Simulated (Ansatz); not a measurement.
ZnO: how strain makes field gradients

```xyz
4
Lattice="3.2494 0.0000 0.0000 -1.6247 2.8141 0.0000 0.0000 0.0000 5.2038" Properties=species:S:1:pos:R:3 pbc="T T T"
Zn    0.0000    1.8760    0.0000
Zn    1.6247    0.9380    2.6019
O     0.0000    1.8760    1.9884
O     1.6247    0.9380    4.5903
```

Atoms are numbered in the order listed.

Structure: COD 9004178, as refined from experiment and not relaxed.

Theory: DFT, PBE, all-electron PAW with datasets made for the crystal, scalar-relativistic (Ansatz 0.2.0).

The runs use a Γ-centred 11×11×6 k mesh, Fermi–Dirac smearing of 0.02 eV, cutoff 460 eV (chosen by the program for this cell), no spin polarisation.

The strain is applied along the Cartesian axes of the cell as listed (the other components stay zero). Fractional coordinates are held (clamped ions).

The columns are Cartesian components of the electric field gradient at the nuclei, in 10²¹ V/m².

Only quantities that a quadratic follows smoothly over the whole series are listed; rougher ones are left out.

```csv
εzz,Vzz at Zn1,Vzz at O3
-0.0100,0.31,-0.43
0.0000,0.75,-0.32
0.0100,1.17,-0.22
0.0300,1.96,-0.01
```

(1) Fit the series and give the gradient–strain slopes.

(2) One run, at εzz = 0.0200, is withheld. Predict its row.

## Answers

(1) Least-squares fits y = p0 + p1 x + p2 x² to the rows give Vzz at Zn1: p1 = 43, p2 = -89; Vzz at O3: p1 = 10.6, p2 = -4.5. The slopes p1 are in 10²¹ V/m² per unit strain, for clamped ions.

(2) The fits give 1.57, -0.11; the run gave 1.57, -0.11.
